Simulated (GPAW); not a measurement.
# Hf (P6_3/mmc) in GPAW: single point with PBE

Aim: the single point of Hf with PBE.

All numbers are computed with GPAW 26.7.0; they aren't measurements. Logs are shortened: lines on timing, memory, paths and dates and some standing lists are left out, and cuts for length are marked. The log counts tension as positive stress, the text compression.

## Step 1: The crystal as given

The structure is hexagonal, space group P6_3/mmc (No. 194). Conventional cell: a = 3.197 Å, b = 3.197 Å, c = 5.058 Å, α = 90.00°, β = 90.00°, γ = 120.00°. Hf (site symmetry -6m2) has 12 Hf at 3.13 to 3.20 Å as nearest neighbours.

## Step 2: Single point, PBE

Input file run.py:

```python
from ase.dft.bandgap import bandgap
from ase.io import read, write
from ase.units import GPa
from gpaw import GPAW, PW

atoms = read('POSCAR')

calc = GPAW(mode=PW(400),
            xc='PBE',
            kpts={'size': (8, 8, 4), 'gamma': True},
            occupations={'name': 'fermi-dirac', 'width': 0.05},
            nbands=24,
            maxiter=120,
            txt='gpaw.txt')
atoms.calc = calc
energy = atoms.get_potential_energy()
forces = atoms.get_forces()
stress = atoms.get_stress()
calc.write('gs.gpw')
write('result.traj', atoms)
print(f'Energy: {energy:.6f} eV')
print('Forces (eV/A):')
print(forces.round(4))
print('Stress (GPa):', (stress / GPa).round(3))
print('Fermi level:', round(calc.get_fermi_level(), 4), 'eV')
print(f'Gap: {bandgap(calc)[0]:.4f} eV, direct: {bandgap(calc, direct=True)[0]:.4f} eV')
```

Input file POSCAR:

```
Hf
1.0
    3.1967000000      0.0000000000      0.0000000000
   -1.5983500000      2.7684234083      0.0000000000
    0.0000000000      0.0000000000      5.0578000000
Hf
2
Direct
    0.6666666667      0.3333333333      0.7500000000
    0.3333333333      0.6666666667      0.2500000000
```

Potentials or basis: GPAW PAW data sets (gpaw-data 1.2.1), pw.

Command:

```sh
$ OMP_NUM_THREADS=1 python run.py
```

gpaw.txt:

```text
__  _  _
 | _ |_)|_||  |
 |__||  | ||/\| - 26.7.0

Input parameters:
  mode=PW(ecut=400.0),
  kpts=MonkhorstPack(size=(8, 8, 4), gamma=True),
  maxiter=120,
  nbands=24,
  occupations=Occupations(name='fermi-dirac', width=0.05),
  xc=XC(name='PBE')

Diagonalizing LCAO Hamiltonian
Converting LCAO to pw mode

           Hf

        Hf

Atoms  # Å, Bohr magnetons
|   | symbol |         x |        y |        z |    initial magnetic moments |
|---|--------|-----------|----------|----------|-----------------------------|
| 0 |     Hf |  1.598350 | 0.922808 | 3.793350 | ( 0.0000,  0.0000,  0.0000) |
| 1 |     Hf | -0.000000 | 1.845616 | 1.264450 | ( 0.0000,  0.0000,  0.0000) |

Unit cell  # Å
| periodic |         x |        y |        z |  lengths |     angles |
|----------|-----------|----------|----------|----------|------------|
|      yes |  3.196700 | 0.000000 | 0.000000 | 3.196700 |  90.000000 |
|      yes | -1.598350 | 2.768423 | 0.000000 | 3.196700 |  90.000000 |
|      yes |  0.000000 | 0.000000 | 5.057800 | 5.057800 | 120.000000 |

Number of symmetries: 12
Symmetry operations  # r_c * U_cc + t_c -> r_c
|    | kind |            matrix            |
|----|------|------------------------------|
|  0 |  σ   |  1, 1, 0,  0,-1, 0,  0, 0, 1 |
|  1 |  S6  |  1, 1, 0, -1, 0, 0,  0, 0,-1 |
|  2 |  E   |  1, 0, 0,  0, 1, 0,  0, 0, 1 |
|  3 |  C2  |  1, 0, 0, -1,-1, 0,  0, 0,-1 |
|  4 |  C2  |  0, 1, 0,  1, 0, 0,  0, 0,-1 |
|  5 |  C3  |  0, 1, 0, -1,-1, 0,  0, 0, 1 |
|  6 |  S6  |  0,-1, 0,  1, 1, 0,  0, 0,-1 |
|  7 |  σ   |  0,-1, 0, -1, 0, 0,  0, 0, 1 |
|  8 |  σ   | -1, 0, 0,  1, 1, 0,  0, 0, 1 |
|  9 |  i   | -1, 0, 0,  0,-1, 0,  0, 0,-1 |
| 10 |  C3  | -1,-1, 0,  1, 0, 0,  0, 0, 1 |
| 11 |  C2  | -1,-1, 0,  0, 1, 0,  0, 0,-1 |

BZ-sampling:
  Number of BZ points: 256
  Number of IBZ points: 35

  Monkhorst-Pack size: [8, 8, 4]
  Monkhorst-Pack shift: [0.0625, 0.0625, 0.125]

K-points  # in reciprocal-cell coordinates
|     |                                coordinates |     weight |
|-----|--------------------------------------------|------------|
|   0 | (  0.00000000,   0.00000000,   0.00000000) | 0.00390625 |
|   1 | (  0.00000000,   0.00000000,   0.25000000) | 0.00781250 |
|   2 | (  0.00000000,   0.00000000,   0.50000000) | 0.00390625 |
|   3 | (  0.12500000,   0.00000000,  -0.25000000) | 0.02343750 |
|   4 | (  0.12500000,   0.00000000,   0.00000000) | 0.02343750 |
|   5 | (  0.12500000,   0.00000000,   0.25000000) | 0.02343750 |
|   6 | (  0.12500000,   0.00000000,   0.50000000) | 0.02343750 |
|   7 | (  0.25000000,  -0.12500000,   0.00000000) | 0.02343750 |
|   8 | (  0.25000000,  -0.12500000,   0.25000000) | 0.04687500 |
|   9 | (  0.25000000,  -0.12500000,   0.50000000) | 0.02343750 |
| ... |                                            |            |
|  34 | (  0.50000000,   0.50000000,   0.50000000) | 0.01171875 |

Plane wave coefficients: 823
Cutoff: 400.0 eV

Spin-components: 1 (collinear spins)
Bands:           24
Projectors:      12
Spin-degeneracy: 2
Datatype:        complex128

Parallelization:
  kpt:    1
  domain: 1
  band:   1

Density:
  Valence electrons: 24.0
  Components: 1
  Grid points: [15 15 24]
  Charge: 0.0  # |e|

Potential:
  Grid points: [15 15 24]

species:
  Hf:
    name:    Hafnium
    Z:       72.0
    valence: 12
    core:    60
    charge:  0.0  # [|e|]
    compensation charges:
      type: gauss
      rc: 0.41  # [Å]
      lmax: 2
    cutoffs:
      filter: 2.36  # [Å]
      core: 4.02  # [Å]
    projectors
    | kind |    occ | energy [eV] | rcut [Å] |
    |------|--------|-------------|----------|
    |   5s |  2.000 |     -66.831 |    1.397 |
    |   6s |  2.000 |      -5.097 |    1.397 |
    |   5p |  6.000 |     -35.599 |    1.307 |
    |   6p |  0.000 |      -1.401 |    1.307 |
    |   5d |  2.000 |      -2.699 |    1.334 |
    |    d |        |      24.513 |    1.334 |

    Using partial waves for Hf as LCAO basis

Reference energy: -819772.230551  # eV

eigensolver:
  PPCG
  Converge bands: occupied
  niter=2

density mixing:
  MSR1-Mixer
  Pratt-step length: 0.05
  Maximum mixing coefficient: 0.75
  Old densities: 10
  SVD Regularization: 0.005
  Good broyden scale: 1.0
  Trust region scale: 1.0
  Backstep threshold: 4.0
  History deletion threshold: 6.0
  Fourier metric: weight=20.0, sigma=0.015

occupation numbers:
  Fermi-Dirac:
    width: 0.0500  # eV

poisson solver:
  ecut: 3200.0  # eV

xc functional:
  name: PBE with 2 nearest neighbor stencil

convergence criteria:
- Maximum [total energy] change in last 3 cyles: 0.0005 eV / valence electron
- Maximum integral of absolute [dens]ity change: 0.0001 electrons / valence electron
- Maximum integral of absolute [eigenst]ate change: 4e-08 eV^2 / valence electron
maximum number of iterations: 120

SCF iterations
|iter     | |      energy | eigst |  dens |
|---------|-|-------------|-------|-------|
|iter:   1| |  -15.253590 | -0.21 |       |
|iter:   2| |  -15.218455 | -2.90 | -1.27 |
|iter:   3| |  -15.031034 | -1.70 | -1.30 |
|iter:   4| |  -15.038151 | -3.04 | -1.91 |
|iter:   5| |  -15.039992c| -4.39 | -2.36 |
|iter:   6| |  -15.040009c| -5.97 | -3.43 |
|iter:   7| |  -15.040010c| -7.37 | -4.03c|
|iter:   8| |  -15.040010c| -7.72c| -4.82c|

Converged in 8 steps
Energy contributions relative to reference atoms: (reference = -819772.230551)

Energy contributions:
  Kinetic:          14.365974
  Coulomb:         -13.800343
  Zero:             -0.985251
  External:          0.000000
  Xc:              -14.615839
  Entropy:          -0.009104
  Spinorbit:         0.000000
  ----------------------------
  Free energy:     -15.044562
  Extrapolated:    -15.040010

dipole moment: (-0.000013, -0.000023, -0.000042)  # |e|*Ang

Fermi level: 10.007
Eigenvalues  # (at kpt = [0.000, 0.000, 0.000])
| band index |      eig [eV] | occ [0-2] |
|------------|---------------|-----------|
|          0 |       -51.809 |     2.000 |
|        ... |               |           |
|          2 |       -21.131 |     2.000 |
|          3 |       -20.399 |     2.000 |
|          4 |       -20.399 |     2.000 |
|          5 |       -20.272 |     2.000 |
|          6 |       -20.272 |     2.000 |
|          7 |       -20.271 |     2.000 |
[... 8 lines left out ...]
|         16 |        12.608 |     0.000 |
|         17 |        12.608 |     0.000 |
|        ... |               |           |
|         23 |        27.629 |     0.000 |

No gap
No difference between direct/indirect transitions

Forces  # eV/Ang
|        x |       y |        z |
|----------|---------|----------|
| -0.00000 | 0.00000 |  0.00000 |  # Hf   0
|  0.00000 | 0.00000 | -0.00000 |  # Hf   1

Stress tensor  # eV/Ang^3
|         x |         y |         z |
|-----------|-----------|-----------|
| -0.003925 | -0.000000 |  0.000000 |
| -0.000000 | -0.003925 | -0.000000 |
|  0.000000 | -0.000000 | -0.004541 |

# Writing to gs.gpw (mode='')
```

Wall time 8.3 s (1 thread of Intel Xeon Platinum 8488C (Sapphire Rapids), shared host); peak memory 0.14 GiB.

The run converged, but some of its settings lie outside the range that counts as converged, so its numbers aren't taken as properties of the crystal.

What came out:

- Free energy: -15.0446 eV
- Pressure: 0.7 GPa
- Band gap on the k mesh: none (metal or under the smearing width)

Caveat: the cutoff is short for stress and forces, so pressures can be off by a GPa or more.
